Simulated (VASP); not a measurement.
Input of a VASP 6.6.1 run:

Contents of INCAR:

```
SYSTEM = CdSe
PREC = Accurate ; ENCUT = 520
EDIFF = 1E-6 ; ISMEAR = 0
SIGMA = 0.02 ; LREAL = .False.
LASPH = .True. ; NELM = 80
ALGO = Normal ; ISIF = 2
LWAVE = .False. ; LCHARG = .False.
GGA = PE ; LORBIT = 11
```

Contents of KPOINTS:

```
regular mesh
0
Gamma
  7 7 4
  0 0 0
```

File POSCAR:

```
CdSe
1.0
    4.3000000000      0.0000000000      0.0000000000
   -2.1500000000      3.7239092363      0.0000000000
    0.0000000000      0.0000000000      7.0200000000
Cd Se
2 2
Direct
    0.6666666667      0.3333333333      0.5000000000
    0.3333333333      0.6666666667      0.0000000000
    0.6666666667      0.3333333333      0.8850000000
    0.3333333333      0.6666666667      0.3850000000
```

Potentials or basis: VASP PAW PBE potentials, release 64 (Cd, Se).

Run with:

```sh
$ cat potpaw_PBE.64/Cd/POTCAR potpaw_PBE.64/Se/POTCAR > POTCAR
$ mpirun -np 1 vasp_std > vasp.out
```

Q: Predict the band gap on the k mesh.

A: 0.70 eV, direct.

Q: Predict the largest force.

A: 0.291 eV/Å.

Forces in eV/Å, atoms in the order of the input:
```
Cd   0.000  0.000  0.291
Cd   0.000  0.000  0.291
Se   0.000  0.000 -0.291
Se   0.000  0.000 -0.291
```

**Measured values to compare with.**

From a printed reference work, data compilation, for a bulk crystal of CdSe at 2 K: band gap 1.841 eV.

Against the measured gap of CdSe, 1.841 eV (2 K; a printed reference work, data compilation), the calculated 0.70 eV is off by -1.14 eV. So large a miss can be the level of theory's own, or it may mean another phase, state or a wrong row. Spin-orbit coupling on Cd, Se is left out. The value is that of PBE, without temperature or zero-point motion. Semilocal functionals fall short of measured gaps as a rule.
